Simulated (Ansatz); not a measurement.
# Equation of state of CdS from a dense series

```
CELL_PARAMETERS angstrom
4.13480 0.00000 0.00000
-2.06740 3.58084 0.00000
0.00000 0.00000 6.74900
ATOMIC_POSITIONS crystal
Cd 0.33333 0.66667 0.00000
Cd 0.66667 0.33333 0.50000
S 0.33333 0.66667 0.38500
S 0.66667 0.33333 0.88500
```

Atom numbers follow the list: Cd1, Cd2, S3, S4.

The cell is COD entry 9008862, as deposited and not checked against the literature; nothing was relaxed. It differs from other determinations.

Theory: Ansatz 0.2.0, DFT, PBE, all-electron LAPW, scalar-relativistic.

Settings: a Γ-centred 7×7×4 k mesh, Fermi–Dirac smearing of 0.01 eV, basis error target 1 meV/atom, no spin polarisation.

The cell is scaled evenly. Fractional coordinates are held (clamped ions).

```tsv
V (Å³/atom)	P (GPa)
23.483	7.13
23.982	5.44
24.482	3.92
24.732	3.22
24.982	2.56
25.231	1.93
25.481	1.34
26.480	-0.75
```

Fit a third-order Birch–Murnaghan curve to the pressures.

P = (3B0/2)(y^(7/2) − y^(5/2))[1 + (3/4)(B0′ − 4)(y − 1)] with y = (V0/V)^(2/3) fits within 0.01 GPa for V0 = 26.096 Å³/atom, B0 = 53.0 GPa and B0′ = 4.57.

Predict the pressure at the withheld volume, 25.981 Å³/atom.

There y = 1.0030, so the fit gives 0.24 GPa; the run gave 0.24 GPa.
